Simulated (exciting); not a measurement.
SiC (Moissanite 3C), 2 atoms in the cell. It takes space group F-43m (No. 216, cubic). The conventional cell has a = 4.358 Å, b = 4.358 Å, c = 4.358 Å, α = 90.00°, β = 90.00°, γ = 90.00°. Si (site symmetry -43m) is surrounded by 4 C at 1.89 Å. C (site symmetry -43m) has 4 Si at 1.89 Å as nearest neighbours. 

| Property | Result |
| --- | --- |
| Program | exciting (release sodium) |
| Task | Wannier functions |
| Functional | LDA |
| Potentials or basis | all-electron LAPW+lo, shipped species files, valence relativity iora* |
| rgkmax | 6 |
| k mesh | 7 × 7 × 7 |
| Occupations | gaussian, width 0.005 eV |
| Spin | no spin polarisation |
| Method | opfmax |
| First band of the group | 1 |
| Last band of the group | 4 |
| gmaxvr (cutoff of density and potential) | 14 1/bohr |
| lmaxapw (and lmaxmat) | 10 |
| lmaxvr | 8 |
| nempty | 10 |
| Valence relativity | iora* |
| epsengy | 1e-05 Ha |
| epspot | 1e-05 Ha |
| maxscl | 60 |
| Muffin-tin radii | Si 1.96, C 1.42 bohr |

Potentials or basis: all-electron LAPW+lo, shipped species files, valence relativity iora*.

The run is started by

```bash
$ OMP_NUM_THREADS=1 exciting_smp
```

Hardware: 1 thread of AMD EPYC 7R43 64-Core Processor (Zen 3), on a shared host.

Task: Estimate the wall time of this run.

Result: It took 30 s on 1 thread of AMD EPYC 7R43 64-Core Processor (Zen 3) (shared host), peak memory 0.31 GiB. Counts: scf iterations 11, plane waves 190.
